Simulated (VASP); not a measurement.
**Si in VASP: how settings move the r2SCAN single point**

Aim: see what changed inputs do to the r2SCAN single point of Si built on the diamond prototype, under -3.0 % equal strain in all directions.

Program: VASP 6.6.1. PAW datasets, plane waves. The values are computed, spin-unpolarised, and not measurements.

## (1) The cell

The cell comes from an earlier relaxation with r2SCAN in another program.

It is cubic, Fd-3m (No. 227); conventional cell a = 5.281 Å, 18.41 Å³ an atom. Near Si stand 4 Si at 2.29 Å.

Coordinates:

```cif
data_structure
_symmetry_space_group_name_H-M 'P 1'
_symmetry_Int_Tables_number 1
_cell_length_a 3.7342
_cell_length_b 3.7342
_cell_length_c 3.7342
_cell_angle_alpha 60.000
_cell_angle_beta 60.000
_cell_angle_gamma 60.000
_cell_volume 36.82
loop_
_atom_site_label
_atom_site_type_symbol
_atom_site_fract_x
_atom_site_fract_y
_atom_site_fract_z
_atom_site_occupancy
Si1 Si 0.00000 0.00000 0.00000 1
Si2 Si 0.25000 0.25000 0.25000 1
```

## (2) The reference run

Input file INCAR:

```
ENCUT = 520.000000
SIGMA = 0.010000
EDIFF = 1.00e-07
ALGO = Normal
METAGGA = R2SCAN
PREC = Accurate
IBRION = -1
ISIF = 2
ISMEAR = 0
NBANDS = 11
NELM = 120
NSW = 0
LASPH = .TRUE.
LCHARG = .TRUE.
LELF = .TRUE.
LWAVE = .FALSE.
LREAL = .FALSE.
```

Input file KPOINTS:

```
KPOINTS created by Atomic Simulation Environment
0
Gamma
8 8 8
0 0 0
```

Input file POSCAR:

```
Si
 1.0000000000000000
     0.0000000000000000    2.6404553287999999    2.6404553287999999
     2.6404553287999999    0.0000000000000000    2.6404553287999999
     2.6404553287999999    2.6404553287999999    0.0000000000000000
 Si
   2
Cartesian
  0.0000000000000000  0.0000000000000000  0.0000000000000000
  1.3202276643999999  1.3202276643999999  1.3202276643999999
```

A file KPOINTS_OPT adds named points for the levels; it doesn't enter the self-consistent loop.

Potentials: the recommended PBE PAW datasets, 8 valence electrons.

Run with:

```
$ mpirun -np 1 vasp_std
```

The closing lines of the self-consistent loop in OSZICAR:

```text
DAV:  11    -0.174437130994E+02   -0.67191E-05   -0.12331E-06   726   0.770E-03    0.934E-04
DAV:  12    -0.174437118093E+02    0.12900E-05   -0.34563E-08   486   0.120E-03    0.993E-04
DAV:  13    -0.174437118546E+02   -0.45311E-07   -0.47814E-09   391   0.449E-04
   1 F= -.17443712E+02 E0= -.17443712E+02  d E =-.209045E-37
```

Run time: 39 s. Hardware: 1 MPI rank of Intel Xeon Platinum 8488C, shared host; peak memory 0.16 GiB.

It gives: energy (σ→0) -17.4437 eV, pressure 10.45 GPa, gap on the mesh 0.67 eV.

## (3) Try 1

Input file INCAR:

```
SIGMA = 0.010000
EDIFF = 1.00e-07
ALGO = Normal
METAGGA = R2SCAN
PREC = Accurate
IBRION = -1
ISIF = 2
ISMEAR = 0
NBANDS = 11
NSW = 0
LASPH = .TRUE.
LCHARG = .FALSE.
LWAVE = .FALSE.
LREAL = .FALSE.
ENCUT = 450
NELM = 58
```

Input file KPOINTS:

```
KPOINTS created by Atomic Simulation Environment
0
Gamma
3 3 3
0 0 0
```

POSCAR is that of step 2.

Run with:

```
$ mpirun -np 1 vasp_std
```

Printed to the terminal (iteration lines stand in OSZICAR):

```text
POSCAR found type information on POSCAR Si
 POSCAR found :  1 types and       2 ions
 -----------------------------------------------------------------------------
|                                                                             |
|                                                                             |
|     You enforced a specific xc type in the INCAR file but a different       |
|     I HOPE YOU KNOW WHAT YOU ARE DOING!                                     |
|                                                                             |
 -----------------------------------------------------------------------------

 LDA part: xc-table for (None), standard interpolation
 POSCAR, INCAR and KPOINTS ok, starting setup
 FFT: planning ... GRIDC
 FFT: planning ... GRID_SOFT
 FFT: planning ... GRID
 WAVECAR not read
 entering main loop
```

OSZICAR:

```text
N       E                     dE             d eps       ncg     rms          rms(c)
DAV:   1    -0.108034405025E+01   -0.10803E+01   -0.32833E+03    88   0.544E+02
DAV:   2    -0.173622491762E+02   -0.16282E+02   -0.14801E+02   116   0.821E+01
DAV:   3    -0.179836595145E+02   -0.62141E+00   -0.61622E+00   109   0.126E+01
DAV:   4    -0.179874484226E+02   -0.37889E-02   -0.37887E-02    97   0.129E+00
DAV:   5    -0.179874809398E+02   -0.32517E-04   -0.32517E-04   114   0.119E-01    0.689E+00
DAV:   6    -0.168238119911E+02    0.11637E+01   -0.17161E-01    97   0.238E+00    0.485E+00
DAV:   7    -0.167967475376E+02    0.27064E-01   -0.22303E-01    94   0.231E+00    0.437E-01
DAV:   8    -0.167958994698E+02    0.84807E-03   -0.63248E-03   100   0.468E-01    0.447E-01
DAV:   9    -0.167961890850E+02   -0.28962E-03   -0.31614E-04   100   0.145E-01    0.115E-02
DAV:  10    -0.167961940117E+02   -0.49267E-05   -0.25162E-06   106   0.110E-02    0.141E-02
DAV:  11    -0.167962036732E+02   -0.96615E-05   -0.83089E-07   103   0.611E-03    0.654E-04
DAV:  12    -0.167962021540E+02    0.15192E-05   -0.45827E-08    70   0.122E-03    0.908E-04
DAV:  13    -0.167962021399E+02    0.14102E-07   -0.45751E-09    62   0.424E-04
   1 F= -.16796202E+02 E0= -.16796202E+02  d E =-.460809E-12
```

From OUTCAR:

```text
k-points           NKPTS =      4   k-points in BZ     NKDIM =      4   number of bands    NBANDS=     11

   NELECT =       8.0000    total number of electrons

   dimension x,y,z NGX =    28 NGY =   28 NGZ =   28
   dimension x,y,z NGXF=    56 NGYF=   56 NGZF=   56

  energy-cutoff  :      450.00
  volume of cell :       36.82
      direct lattice vectors                 reciprocal lattice vectors
     0.000000000  2.640455329  2.640455329    -0.189361280  0.189361280  0.189361280
     2.640455329  0.000000000  2.640455329     0.189361280 -0.189361280  0.189361280
     2.640455329  2.640455329  0.000000000     0.189361280  0.189361280 -0.189361280

 k-points in reciprocal lattice and weights: KPOINTS created by Atomic Simulation Env
   0.00000000  0.00000000  0.00000000       0.037
   0.33333333  0.00000000  0.00000000       0.296
   0.33333333  0.33333333  0.00000000       0.222
  -0.33333333  0.33333333  0.00000000       0.444

 E-fermi :   6.7691

 k-point     1 :       0.0000    0.0000    0.0000
  band No.  band energies     occupation
      1      -6.4278      2.00000
      2       6.7232      2.00000
      3       6.7232      2.00000
      4       6.7232      2.00000
      5       9.4903      0.00000
      6       9.4903      0.00000
      7       9.4903      0.00000
      8      11.7974      0.00000
      9      14.8275      0.00000
     10      14.8275      0.00000
     11      15.7390      0.00000

 k-point     2 :       0.3333    0.0000    0.0000
  band No.  band energies     occupation
      1      -4.8628      2.00000
      2       0.8845      2.00000
      3       5.5882      2.00000
      4       5.5882      2.00000
      5       9.1320      0.00000
      6      10.4567      0.00000
      7      10.4567      0.00000
      8      15.2801      0.00000
      9      15.2801      0.00000
     10      15.4567      0.00000
     11      17.3356      0.00000

 k-point     3 :       0.3333    0.3333    0.0000
  band No.  band energies     occupation
      1      -4.2736      2.00000
      2       1.4481      2.00000
      3       3.9515      2.00000
      4       3.9515      2.00000
      5       7.4833      0.00000
      6       8.7851      0.00000
      7      14.8695      0.00000
      8      14.8695      0.00000
      9      17.2417      0.00000
     10      18.5023      0.00000
     11      21.4262      0.00000

 k-point     4 :      -0.3333    0.3333    0.0000
  band No.  band energies     occupation
      1      -2.6931      2.00000
      2      -0.5736      2.00000
      3       1.6681      2.00000
      4       4.3067      2.00000
      5       8.3996      0.00000
      6      12.9745      0.00000
      7      13.9269      0.00000
      8      14.8230      0.00000
      9      14.8559      0.00000
     10      15.3983      0.00000
     11      22.3968      0.00000

  Total        3.0037741      3.0037741      3.0037741      0.0000000     -0.0000000      0.0000000
  in kB      130.7107729    130.7107729    130.7107729      0.0000000     -0.0000000      0.0000000
  external PRESSURE =     130.7107729 kB  Pullay stress =       0.0000000 kB

 POSITION                                       TOTAL-FORCE (eV/Angst)
 -----------------------------------------------------------------------------------
      0.00000      0.00000      0.00000         0.000000      0.000000      0.000000
      1.32023      1.32023      1.32023        -0.000000     -0.000000     -0.000000
 -----------------------------------------------------------------------------------
    total drift:                                0.000000      0.000000     -0.000000

  FREE ENERGIE OF THE ION-ELECTRON SYSTEM (eV)
  ---------------------------------------------------
  free  energy   TOTEN  =       -16.7962021399 eV

  energy  without entropy=      -16.7962021399  energy(sigma->0) =      -16.79620214
```

It took 10 s on 1 MPI rank of Intel Xeon Platinum 8488C, shared host; peak memory 0.15 GiB.

Changed: ENCUT = 450, NELM = 58, mesh 3×3×3. The run ends normally. Against the reference the energy moves by +323.8 meV/atom; the pressure goes from 10.5 to 13.1 GPa, the gap on the mesh goes from 0.67 to 0.76 eV. These settings are too coarse to quote the result as the crystal's.

## (4) Try 2

Edit INCAR of step 2 so:

```diff
@@ -10,8 +10,7 @@
 NBANDS = 11
-NELM = 120
 NSW = 0
 LASPH = .TRUE.
-LCHARG = .TRUE.
-LELF = .TRUE.
+LCHARG = .FALSE.
 LWAVE = .FALSE.
 LREAL = .FALSE.
+NELM = 97
```

Input file KPOINTS:

```
KPOINTS created by Atomic Simulation Environment
0
Monkhorst-Pack
8 8 8
0 0 0
```

POSCAR is that of step 2.

Run with:

```
$ mpirun -np 1 vasp_std
```

Printed to the terminal (iteration lines stand in OSZICAR):

```text
POSCAR found type information on POSCAR Si
 POSCAR found :  1 types and       2 ions
 -----------------------------------------------------------------------------
|                                                                             |
|                                                                             |
|     You enforced a specific xc type in the INCAR file but a different       |
|     I HOPE YOU KNOW WHAT YOU ARE DOING!                                     |
|                                                                             |
 -----------------------------------------------------------------------------

 LDA part: xc-table for (None), standard interpolation
 POSCAR, INCAR and KPOINTS ok, starting setup
 FFT: planning ... GRIDC
 FFT: planning ... GRID_SOFT
 FFT: planning ... GRID
 WAVECAR not read
 entering main loop
```

OSZICAR:

```text
N       E                     dE             d eps       ncg     rms          rms(c)
DAV:   1    -0.763501491675E+00   -0.76350E+00   -0.34011E+03  1328   0.587E+02
DAV:   2    -0.180430843970E+02   -0.17280E+02   -0.16565E+02  1764   0.874E+01
DAV:   3    -0.186111738659E+02   -0.56809E+00   -0.56645E+00  1713   0.129E+01
DAV:   4    -0.186150036447E+02   -0.38298E-02   -0.38293E-02  1531   0.135E+00
DAV:   5    -0.186150366998E+02   -0.33055E-04   -0.33055E-04  1666   0.119E-01    0.666E+00
DAV:   6    -0.174591483154E+02    0.11559E+01   -0.15691E-01  1513   0.231E+00    0.465E+00
DAV:   7    -0.174483709584E+02    0.10777E-01   -0.18056E-01  1404   0.208E+00    0.353E-01
DAV:   8    -0.174470777710E+02    0.12932E-02   -0.64948E-03  1523   0.456E-01    0.445E-01
DAV:   9    -0.174472622914E+02   -0.18452E-03   -0.28186E-04  1552   0.139E-01    0.118E-02
DAV:  10    -0.174472682617E+02   -0.59703E-05   -0.31362E-06  1598   0.122E-02    0.512E-03
DAV:  11    -0.174472749582E+02   -0.66965E-05   -0.12915E-06  1577   0.789E-03    0.998E-04
DAV:  12    -0.174472736554E+02    0.13028E-05   -0.34117E-08  1021   0.119E-03    0.106E-03
DAV:  13    -0.174472737041E+02   -0.48707E-07   -0.47312E-09   792   0.456E-04
   1 F= -.17447274E+02 E0= -.17447274E+02  d E =-.281349E-71
```

From OUTCAR:

```text
k-points           NKPTS =     60   k-points in BZ     NKDIM =     60   number of bands    NBANDS=     11

   NELECT =       8.0000    total number of electrons

   dimension x,y,z NGX =    28 NGY =   28 NGZ =   28
   dimension x,y,z NGXF=    56 NGYF=   56 NGZF=   56

  energy-cutoff  :      520.00
  volume of cell :       36.82
      direct lattice vectors                 reciprocal lattice vectors
     0.000000000  2.640455329  2.640455329    -0.189361280  0.189361280  0.189361280
     2.640455329  0.000000000  2.640455329     0.189361280 -0.189361280  0.189361280
     2.640455329  2.640455329  0.000000000     0.189361280  0.189361280 -0.189361280

 k-points in reciprocal lattice and weights: KPOINTS created by Atomic Simulation Env
   0.06250000  0.06250000  0.06250000       0.004
   0.18750000  0.06250000  0.06250000       0.012
   0.31250000  0.06250000  0.06250000       0.012
   0.43750000  0.06250000  0.06250000       0.012
  -0.43750000  0.06250000  0.06250000       0.012
  -0.31250000  0.06250000  0.06250000       0.012
  -0.18750000  0.06250000  0.06250000       0.012
  -0.06250000  0.06250000  0.06250000       0.012
[... 52 more k-points ...]

 E-fermi :   6.6534

 k-point     1 :       0.0625    0.0625    0.0625
  band No.  band energies     occupation
      1      -6.4629      2.00000
      2       6.0833      2.00000
      3       6.5291      2.00000
      4       6.5291      2.00000
      5       9.5621      0.00000
      6       9.5621      0.00000
      7       9.5709      0.00000
      8      11.9839      0.00000
      9      14.6113      0.00000
     10      14.6113      0.00000
     11      15.9741      0.00000

 k-point     2 :       0.1875    0.0625    0.0625
  band No.  band energies     occupation
      1      -6.1565      2.00000
      2       4.4810      2.00000
      3       5.5995      2.00000
      4       6.4037      2.00000
      5       9.8367      0.00000
      6       9.8553      0.00000
      7      10.2684      0.00000
      8      13.1276      0.00000
      9      13.7106      0.00000
     10      14.7372      0.00000
     11      16.9760      0.00000

 k-point     3 :       0.3125    0.0625    0.0625
  band No.  band energies     occupation
      1      -5.4138      2.00000
      2       1.9809      2.00000
      3       5.0669      2.00000
      4       5.8756      2.00000
      5       9.5402      0.00000
      6      10.3424      0.00000
      7      10.6816      0.00000
      8      13.8272      0.00000
      9      14.1589      0.00000
     10      16.2227      0.00000
     11      16.9801      0.00000

 k-point     4 :       0.4375    0.0625    0.0625
  band No.  band energies     occupation
      1      -4.3614      2.00000
      2      -0.1754      2.00000
      3       4.8389      2.00000
      4       5.4097      2.00000
      5       9.2413      0.00000
      6      10.3245      0.00000
      7      10.3527      0.00000
      8      15.3274      0.00000
      9      15.6056      0.00000
     10      16.7056      0.00000
     11      18.9124      0.00000

[... the tables of k-points 5 to 60 left out ...]

  Total        2.3973183      2.3973183      2.3973183      0.0000000      0.0000000     -0.0000000
  in kB      104.3205352    104.3205352    104.3205352      0.0000000      0.0000000     -0.0000000
  external PRESSURE =     104.3205352 kB  Pullay stress =       0.0000000 kB

 POSITION                                       TOTAL-FORCE (eV/Angst)
 -----------------------------------------------------------------------------------
      0.00000      0.00000      0.00000         0.000000     -0.000000     -0.000000
      1.32023      1.32023      1.32023        -0.000000      0.000000      0.000000
 -----------------------------------------------------------------------------------
    total drift:                                0.000000      0.000000      0.000000

  FREE ENERGIE OF THE ION-ELECTRON SYSTEM (eV)
  ---------------------------------------------------
  free  energy   TOTEN  =       -17.4472737041 eV

  energy  without entropy=      -17.4472737041  energy(sigma->0) =      -17.44727370
```

It took 67 s on 1 MPI rank of Intel Xeon Platinum 8488C, shared host; peak memory 0.16 GiB.

Changed: NELM = 97, shifted mesh. VASP runs to the end. Against the reference the energy moves by -1.8 meV/atom; the gap on the mesh goes from 0.67 to 0.87 eV.

## (5) Comparison

| run | changed | ending | energy change (meV/atom) | pressure (GPa) | gap on the mesh (eV; negative: overlap) | electronic steps | time | usable |
| --- | --- | --- | --- | --- | --- | --- | --- | --- |
| ref. | – | converged | 0 | 10.5 | 0.67 | 13 | 39 s | yes |
| 1 | ENCUT = 450, NELM = 58, mesh 3×3×3 | converged | 323.8 | 13.1 | 0.76 | 13 | 10 s | no |
| 2 | NELM = 97, shifted mesh | converged | -1.8 | 10.4 | 0.87 | 13 | 67 s | yes |

Of 2 altered inputs, 1 ended normally on a faulty or unsound input, 1 gave usable results. «NELM = 97, shifted mesh» moves the energy by -1.8 meV/atom.
